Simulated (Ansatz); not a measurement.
# Sn$_{3}$O$_{4}$: pressure against volume

Sn$_{3}$O$_{4}$, Pmmm, a = 3.049 Å, b = 5.845 Å, c = 7.196 Å. The structure is a Materials Project entry; whether it is the stable form wasn't checked. Ansatz: PBE, PAW, 420 eV, Γ-centred 6×6×6 mesh on 14 atoms, Gaussian smearing 0.10 eV; no spin polarisation. Shape and atoms are relaxed at each volume; pressure is positive in compression.

```
V (Å³/atom) P (GPa)
     16.126    14.00
     16.676     9.54
     17.225     5.78
     17.775     2.63
     18.325    -0.01
     18.874    -2.20
     19.424    -3.96
     20.157        ?
```

Task: Take V0 = 18.325 Å³/atom, count pressures from its P0 = -0.01 GPa, fit the third-order Birch–Murnaghan form to the other rows, and predict the missing pressure.

Result: With the Eulerian strain f = ½[(V0/V)^(2/3) − 1] and y = (P − P0)/[3f(1 + 2f)^(5/2)], the form is the line y = B0 + 1.5 B0 (B0′ − 4) f. Rows (f, y): 0.04448, 84.8; 0.03244, 83.9; 0.02107, 82.6; 0.01026, 81.5; -0.00974, 78.7; -0.01904, 76.2. Means f = 0.01324, y = 81.283; Σ(Δf)² = 0.002985, ΣΔfΔy = 0.3932; the slope is their ratio. y = 79.54 + 131.7 f GPa, so B0 = 79.5 GPa and B0′ = 4 + 2 × (131.7)/(3 × 79.54) = 5.10. At V = 20.157, f = -0.03077, y = 75.49 and P = -5.96 GPa. The run gave -5.79 GPa, so the fit is 0.17 GPa too low, 0.86 % of the span of the series, against an rms of 0.04 GPa on the fitted rows. The row lies outside the fitted range. The points of y bend away from a line: a fourth-order term fitted to them gives P = -5.83 GPa at this row's volume (the line -5.96, the run -5.79).